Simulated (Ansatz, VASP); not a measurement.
One calculation of Nb4H, two programs

Contents of INCAR:

```
SYSTEM = Nb4H
PREC     = Accurate       ! precision mode
ENCUT    = 520            ! plane-wave cutoff, eV
EDIFF    = 1E-6           ! SCF threshold, eV
ISMEAR   = 0              ! smearing method
SIGMA    = 0.1            ! smearing width, eV
LREAL    = .FALSE.        ! projectors in reciprocal space
LASPH    = .TRUE.         ! aspherical terms in the spheres
NELM     = 100            ! most SCF steps
ALGO     = Fast           ! electronic algorithm
ISIF     = 2              ! what is computed and relaxed
LWAVE    = .FALSE.        ! write WAVECAR
LCHARG   = .TRUE.         ! write CHGCAR
LDIPOL   = .TRUE.       
IDIPOL   = 3            
DIPOL    = 0.5 0.5 0.339
LELF     = .TRUE.         ! ELF
LVHAR    = .TRUE.       
LVACPOTAV= .TRUE.       
NBANDS   = 34             ! bands
```

The input KPOINTS:

```
Automatic mesh
0
G
  9 7 1
  0 0 0
```

File POSCAR:

```
Nb4H
1.0
    2.9270177669      0.0000000000      0.0000000000
    0.0000000000      4.1394282232      0.0000000000
    0.0000000000      0.0000000000     21.2576690685
Nb H
4 1
Direct
    0.5000000000      0.5000000000      0.1881673850
    0.0000000000      0.0000000000      0.2570135449
    0.5000000000      0.5000000000      0.3306382692
    0.0000000000      0.0000000000      0.3884559987
    0.0000000000      0.3333333333      0.5300519559
```

Input for Ansatz:

```yaml
crystal:
  lattice:
    - [2.9270177669, 0.0, 0.0]
    - [0.0, 4.1394282232, 0.0]
    - [0.0, 0.0, 21.2576690685]
  atoms:
    - { symbol: Nb, position: [0.5, 0.5, 0.188167385] }
    - { symbol: Nb, position: [0.0, 0.0, 0.2570135449] }
    - { symbol: Nb, position: [0.5, 0.5, 0.3306382692] }
    - { symbol: Nb, position: [0.0, 0.0, 0.3884559987] }
    - { symbol: H, position: [0.0, 0.3333333333, 0.5300519559] }
basis:
  ecutwfc: 420
kpoints:
  mp_grid: { grid: [9, 7, 1] }
hamiltonian:
  xc: lda
scf:
  occupations: { method: gaussian, width: 0.1 }
output:
  forces: true
  eigenvalues: true
efield:
  axis: 3
  dipole_correction: true
  ramp_width: 0.04
```

Alike in both runs: task single point; functional LDA; k mesh 9 × 7 × 1; occupations gaussian, width 0.1 eV; no spin polarisation.

|  | VASP | Ansatz |
| --- | --- | --- |
| version | VASP 6.6.1 | Ansatz 0.2.0 |
| potentials or method | VASP PAW LDA potentials, release 64 (Nb_sv, H) | scalar-relativistic, plane waves, PAW |
| plane-wave cutoff (eV) | 520 | 420 |
| valence electrons in the cell | 53 | 53 |

VASP gave:

- gap on the k mesh at the Fermi level (eV): none
- rms of the force components (eV/Å): 0.619
- work function, face that differs most (eV): 3.84

**Question.** Which values does Ansatz return?

**Answer.** gap on the k mesh at the Fermi level (eV): none; rms of the force components (eV/Å): 0.617; work function, face that differs most (eV): 3.85.

Atom by atom the forces differ by 0.003 eV/Å (rms over components). A gap of «none» marks a metal or a gap that the smearing closes.
